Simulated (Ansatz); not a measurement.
input.yaml

```yaml
crystal:
  lattice:
    - [2.7892270461, 0.0, 0.0]
    - [-1.394613523, 2.4155414788, 0.0]
    - [0.0, 0.0, 9.9125428618]
  atoms:
    - { symbol: Be, position: [0.0, 0.0, 0.0] }
    - { symbol: Be, position: [0.33333333, 0.66666667, 0.25] }
    - { symbol: Be, position: [0.0, 0.0, 0.5] }
    - { symbol: Be, position: [0.66666667, 0.33333333, 0.75] }
basis:
  ecutwfc: 420
kpoints:
  mp_grid: { grid: [18, 18, 4] }
hamiltonian:
  xc: pbe
scf:
  occupations: { method: gaussian, width: 0.1 }
output:
  forces: true
  stress: true
  eigenvalues: true
  populations: true
```

It can be run as
```bash
ansatz run input.yaml --threads 1 --pin off --backend cpu --events-out ev --progress --plain --runs-dir out  # memory cap (--max-ram) not shown
```

All numbers below come from Ansatz 0.2.0, DFT PBE, scalar-relativistic, plane waves, PAW.

From the run's log, abridged:

```
Pseudopotentials: kind: paw
Pseudopotential: Be, paw, valence charge 2, recommended cutoff 420 eV (normal)
Functional definition: PBE
Crystal: 4 atoms, lattice volume = 66.786 Å³
Basis set: ecut = 420 eV, 1329 PW (Γ), exchange–correlation on 40×40×144 points (8 copies of the dense FFT grid, shifted against one another)
Bands: 8, of which v1, the nominal top of the filled ones, is band 4 counted from 1 (3 counted from 0)
Symmetry: 24 space group operations
Space group: P63/mmc (ITA 194), of the structure as read, at distance tolerance 4.1e-5 Å
k-points: 111 of 1296
Initial density: superposition of atomic densities (neutral atoms: chi_scale 0, normalization atom), corrected by the library's trained network
Initial wavefunctions: pseudopotential atomic-orbital guess
Functional: x = pbe(κ = 0.804, μ = 0.21951497), c = pbe(β = 0.06672455)
SCF iter   1: F=—  HF=-366.213343 eV  |F-HF|=—  |Δ(HF+E_count)|=         —  Δρ=2.27e-3  dr2=4.09e-3  ethr=1.77e-3  ⟨swp⟩=4.6  Hψ=6345  notcnv=0
SCF iter   2: F=—  HF=-366.212910 eV  |F-HF|=—  |Δ(HF+E_count)|=   4.32e-4  Δρ=1.46e-3  dr2=1.73e-3  ethr=5.11e-5  ⟨swp⟩=1.0  Hψ=1776  notcnv=0
SCF iter   3: F=—  HF=-366.212758 eV  |F-HF|=—  |Δ(HF+E_count)|=   1.53e-4  Δρ=5.20e-5  dr2=1.22e-6  ethr=2.16e-5  ⟨swp⟩=1.0  Hψ=884  notcnv=0
SCF iter   4: F=—  HF=-366.212688 eV  |F-HF|=—  |Δ(HF+E_count)|=   6.94e-5  Δρ=1.25e-5  dr2=5.24e-7  ethr=1.52e-8  ⟨swp⟩=2.1  Hψ=1337  notcnv=0
SCF iter   5: F=-366.212688 eV  HF=-366.212688 eV  |F-HF|=3.15e-8  |Δ(HF+E_count)|=   1.21e-7  Δρ=4.74e-6  dr2=5.83e-8  ethr=6.55e-9  ⟨swp⟩=1.9  Hψ=1169  notcnv=0
SCF iter   6: F=-366.212688 eV  HF=-366.212688 eV  |F-HF|=2.99e-9  |Δ(HF+E_count)|=  3.83e-10  Δρ=1.53e-6  dr2=5.64e-9  ethr=7.29e-10  ⟨swp⟩=1.8  Hψ=2741  notcnv=0
SCF 1 converged in 6 iterations: F = -366.212688 eV  dr2 = 5.64e-9
SCF converged after 6 iterations
Free energy (F): -366.212688 eV
Harris-Foulkes:  -366.212688 eV  (|F-HF|=2.99e-9)
Internal energy: -366.204673 eV  (E = F + TS)
E sigma→0 (E₀):  -366.208681 eV
Entropy (-TS):   -0.008015 eV (-2.004 meV/atom)
Fermi energy:    2.486892 eV
--- Per-component energies (eV) ---
  E_band       = -3.877814
  E_kinetic    = 53.575842
  E_local      = -2.330023  (includes V_loc(G=0)·N_el)
  E_nonlocal   = 15.453793
  E_hartree    = 0.352110
  E_xc         = -66.468973
  E_vxc        = -66.791066  (∫ρ·V_xc dr)
  E_paw        = -236.751515  (= ΣΔE_a)
  E_vpaw       = -4.490595  (= ΣTr[D̂ρ^β])
  E_aug_tail   = -0.000002  (compensation charges beyond the density's cutoff)
  E_ewald      = -130.035905
  E_smearing   = -0.008015  (= −TS)
--- Forces (eV/Å), atoms counted from 1 ---
  atom   1  Be     0.00000000     0.00000000     0.00000000
  atom   2  Be     0.00000000     0.00000000     0.00000000
  atom   3  Be     0.00000000     0.00000000     0.00000000
  atom   4  Be     0.00000000     0.00000000     0.00000000
--- Stress (GPa, compression-positive) ---
      -25.994936       0.000000       0.000000
        0.000000     -25.994936       0.000000
        0.000000       0.000000     -21.089605
  P = ⅓ Tr σ = -24.3598 GPa (-243.598 kbar)
--- Band table (eV; the first three rows and the last of 111) ---
  k-point 0: bands = ["-4.8813", "-3.5809", "-3.5773", "-0.0530", "0.7487", "6.6537", "6.6569", "12.1982"]
  k-point 1: bands = ["-4.7999", "-4.1485", "-2.8486", "-0.9309", "1.7806", "4.9077", "8.4550", "11.6059"]
  k-point 2: bands = ["-4.5556", "-4.5556", "-1.9606", "-1.9606", "3.2689", "3.2689", "10.1915", "10.1915"]
  k-point 110: bands = ["2.2599", "2.2599", "2.4843", "2.4843", "2.7345", "2.7345", "4.4034", "4.4034"]
--- Löwdin populations: 4 sites ---
  site symbol q [e]
     0     Be      1.2867
     1     Be      1.3012
     2     Be      1.2867
     3     Be      1.3012
  spilling = 0.353014 (of n_electrons = 8.000000)
```

Self-consistency was reached.